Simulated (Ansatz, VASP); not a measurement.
# InF: VASP beside Ansatz, part 2 of 2

Aim: how closely do two programs agree when they are given the same cell, functional and k mesh? The cell is generated by rule, not measured, and may not be a known phase. The cell is taken from a series of runs on this material, whose earlier steps may have relaxed, scaled, displaced or heated it; both programs get it as it stands.

VASP 6.6.1 and Ansatz 0.2.0.

So far. Step 5 (VASP: single point, PBEsol, pair 2): The run ends at a pressure of 0.02 GPa, with forces up to 0.12 eV/Å.

The structure was built from a prototype and need not be the compound's stable phase.

### Step 6. Ansatz: single point, PBEsol, pair 2

Level of this step: Ansatz beside VASP: Kohn-Sham DFT, plane waves, PBEsol (Ansatz).

The same cell, functional, mesh and smearing now go to Ansatz, which takes its cutoff from its data sets.

The cell is taken from a series of runs on this material, whose earlier steps may have relaxed, scaled, displaced or heated it; both programs get it as it stands.

input.yaml

```yaml
crystal:
  lattice:
    - [3.271261715, 0.0, 0.0]
    - [0.0, 3.271261715, 0.0]
    - [0.0, 0.0, 3.271261715]
  atoms:
    - { symbol: In, position: [-0.0040884552, 0.0040884552, 0.0040884552] }
    - { symbol: F, position: [0.5247088264, 0.4752911736, 0.4752911736] }
kpoints:
  mp_grid: { grid: [16, 16, 16] }
hamiltonian:
  xc: pbesol
scf:
  occupations: { method: methfessel_paxton, width: 0.2 }
output:
  forces: true
  stress: true
  eigenvalues: true
```

On the command line:

```
ansatz run input.yaml --threads 4 --pin off --max-ram 7168MiB --backend cpu --events-out ev --progress --plain --runs-dir out
```

Numbers of over 12 decimals in the logs are rounded to 6 here.

The log of the run:

```text
[...]
Crystal: 2 atoms, lattice volume = 35.006 Å³
Basis set: ecut = 420 eV, 691 PW (Γ), exchange–correlation on 48×48×48 points (8 copies of the dense FFT grid, shifted against one another)
Bands: 14, of which v1, the nominal top of the filled ones, is band 10 counted from 1 (9 counted from 0)
Symmetry: 6 space group operations
[...]
k-points: 417 of 4096 (time reversal used)
[...]
--- Band table (eV; the first three rows and the last of 417) ---
  k-point 0: bands = [... 6 lower, 1.9529, 4.1278, 4.1418, 4.1418, 16.3234, 16.3234, 16.5994, 17.6469]
  k-point 1: bands = [... 6 lower, 1.9153, 4.1341, 4.1520, 4.2104, 15.5398, 16.3451, 16.5758, 17.6793]
  k-point 2: bands = [... 6 lower, 1.8161, 4.1649, 4.1830, 4.3975, 14.2873, 16.4070, 16.6107, 17.7778]
  k-point 416: bands = [... 6 lower, 3.7140, 3.7500, 3.7500, 9.3411, 10.1684, 10.1684, 10.2495, 18.9729]
[key lines of the parts left out:]
SCF converged after 6 iterations
Free energy (F): -6325.897466 eV
Fermi energy:    8.228488 eV
P = ⅓ Tr σ = 0.2008 GPa (2.008 kbar)
```

The run ends at a pressure of 0.20 GPa, with forces up to 0.12 eV/Å.

### Step 7. Side by side

Both answers:

```
      quantity  Ansatz  VASP  difference
pressure (GPa)    0.20  0.02       +0.18
```

Forces (eV/Å; atoms numbered as in POSCAR):

```
atom         Ansatz x, y, z           VASP x, y, z
 In1   -0.070, 0.070, 0.070   -0.067, 0.067, 0.067
  F2  0.070, -0.070, -0.070  0.067, -0.067, -0.067
```

The forces differ by 3.3 meV/Å r.m.s., which is 5.0 % of the r.m.s. force of 0.067 eV/Å (both taken over all components).

### Step 8. Ansatz: single point, PBEsol, pair 3

With cell and atoms fixed, the geometry can't cause a difference; cores, projectors, grids and the points listed under the comparison can.

The cell is taken from a series of runs on this material, whose earlier steps may have relaxed, scaled, displaced or heated it; both programs get it as it stands.

input.yaml, the sections that differ from step 6:

```yaml
crystal:
  lattice:
    - [3.271261715, 0.0, 0.0]
    - [0.0, 3.271261715, 0.0]
    - [0.0, 0.0, 3.271261715]
  atoms:
    - { symbol: In, position: [-0.0064247153, 0.0064247153, 0.0064247153] }
    - { symbol: F, position: [0.5388281557, 0.4611718443, 0.4611718443] }
# kpoints, hamiltonian, scf, output: as in step 6
```

The log of the run:

```text
[...]
Crystal: 2 atoms, lattice volume = 35.006 Å³
Basis set: ecut = 420 eV, 691 PW (Γ), exchange–correlation on 48×48×48 points (8 copies of the dense FFT grid, shifted against one another)
Bands: 14, of which v1, the nominal top of the filled ones, is band 10 counted from 1 (9 counted from 0)
Symmetry: 6 space group operations
[...]
k-points: 417 of 4096 (time reversal used)
[...]
--- Band table (eV; the first three rows and the last of 417) ---
  k-point 0: bands = [... 6 lower, 1.9673, 4.0673, 4.1002, 4.1002, 16.1197, 16.1197, 16.7165, 17.8778]
  k-point 1: bands = [... 6 lower, 1.9271, 4.0691, 4.1097, 4.1755, 15.4681, 16.1481, 16.6530, 17.9049]
  k-point 2: bands = [... 6 lower, 1.8216, 4.0961, 4.1386, 4.3712, 14.2731, 16.2303, 16.6763, 17.9875]
  k-point 416: bands = [... 6 lower, 3.6017, 3.6891, 3.6891, 9.3488, 10.2088, 10.2088, 10.4012, 18.8720]
[key lines of the parts left out:]
SCF converged after 6 iterations
Free energy (F): -6325.911266 eV
Fermi energy:    8.270423 eV
P = ⅓ Tr σ = 0.5124 GPa (5.124 kbar)
```

The run ends at a pressure of 0.51 GPa, with forces up to 0.17 eV/Å.

### Step 9. VASP: single point, PBEsol, pair 3

The same cell, functional, mesh and smearing now go to VASP, with its own data sets.

INCAR

```
SYSTEM = InF
PREC = Accurate
ENCUT = 600
EDIFF = 1E-06
NELM = 120
ISMEAR = 1
SIGMA = 0.2
LREAL = .FALSE.
ALGO = Normal
GGA = PS
NBANDS = 16
LORBIT = 11
LWAVE = .FALSE.
LCHARG = .FALSE.
ISIF = 2
LASPH = .TRUE.
GGA_COMPAT = .FALSE.
KPAR = 2
```

POSCAR

```
InF
1.0
    3.2712617150      0.0000000000      0.0000000000
    0.0000000000      3.2712617150      0.0000000000
    0.0000000000      0.0000000000      3.2712617150
In F
1 1
Direct
    0.9935752847      0.0064247153      0.0064247153
    0.5388281557      0.4611718443      0.4611718443
```

KPOINTS

```
Automatic mesh
0
Gamma
16 16 16
0 0 0
```

Potentials, in the order of the species: In_d and F (PBE family, release 64).

On the command line:

```
mpirun -np 2 vasp_std
```

The log of the run:

```text
[... set-up lines as in an earlier step ...]
 entering main loop
       N       E                     dE             d eps       ncg     rms          rms(c)
DAV:   1     0.167041484954E+03    0.16704E+03   -0.11224E+04 13456   0.181E+03
DAV:   2     0.332147188787E+01   -0.16372E+03   -0.15544E+03 15000   0.401E+02
DAV:   3    -0.848747347123E+01   -0.11809E+02   -0.11767E+02 15936   0.105E+02
DAV:   4    -0.873354885048E+01   -0.24608E+00   -0.24603E+00 16368   0.154E+01
[...]
DAV:  11    -0.781400088931E+01   -0.29044E-04   -0.77457E-05 16560   0.824E-02    0.235E-02
DAV:  12    -0.781399825358E+01    0.26357E-05   -0.12180E-05 19760   0.318E-02    0.160E-02
DAV:  13    -0.781399812681E+01    0.12678E-06   -0.15089E-06 10408   0.119E-02
   1 F= -.78139981E+01 E0= -.78141301E+01  d E =0.395816E-03
```

From OUTCAR (step 9):

```text
  Total        0.0766946      0.0766946      0.0766946      0.0149581     -0.0149581      0.0149581
  in kB        3.5101806      3.5101806      3.5101806      0.6846061     -0.6846061      0.6846061
  external PRESSURE =       3.5101806 kB  Pullay stress =       0.0000000 kB

 POSITION                                       TOTAL-FORCE (eV/Angst)
 -----------------------------------------------------------------------------------
      3.25024      0.02102      0.02102        -0.092933      0.092933      0.092933
      1.76265      1.50861      1.50861         0.092933     -0.092933     -0.092933
 -----------------------------------------------------------------------------------
    total drift:                               -0.000229      0.000229      0.000229

  FREE ENERGIE OF THE ION-ELECTRON SYSTEM (eV)
  ---------------------------------------------------
  free  energy   TOTEN  =        -7.8139981268 eV

  energy  without entropy=       -7.8143939427  energy(sigma->0) =       -7.81413007

[... 2 parts as in an earlier step ...]

[... 1 further part left out ...]
[key lines of the parts left out:]
E-fermi :   5.4931
```

The run ends at a pressure of 0.35 GPa, with forces up to 0.16 eV/Å.

### Step 10. Differences

Compared:

```
      quantity  Ansatz  VASP  difference
pressure (GPa)    0.51  0.35       +0.16
```

Forces (eV/Å; atoms numbered as in POSCAR):

```
atom         Ansatz x, y, z           VASP x, y, z
 In1   -0.098, 0.098, 0.098   -0.093, 0.093, 0.093
  F2  0.098, -0.098, -0.098  0.093, -0.093, -0.093
```

The forces differ by 5.2 meV/Å r.m.s., which is 5.6 % of the r.m.s. force of 0.093 eV/Å (both taken over all components).

### Step 11. Results

```json
{
  "r.m.s. force difference (single point, PBEsol, pair 1)": "6.9 meV/Å",
  "r.m.s. force difference (single point, PBEsol, pair 2)": "3.3 meV/Å",
  "r.m.s. force difference (single point, PBEsol, pair 3)": "5.2 meV/Å"
}
```

In words: The r.m.s. force difference is 6.9 meV/Å (single point, PBEsol, pair 1), within the 12 meV/Å picked in this series as the mark of a large difference. 5 further runs of this series are not shown here. How closely two codes agree says nothing of how well the functional describes the real material.

[Lines on the potential files, build, host, timing and source positions are cut from VASP's logs without a mark.]

[Logs are printed without paths, hosts, clocks, repeated set-up lines and the standing remarks that a program may print on its own settings, such as how far it seeks lower states.]

[Hosts, paths, dates, database ids (printed as entryN), source tags and the programs' standing remarks are cut or masked in the printed files.]
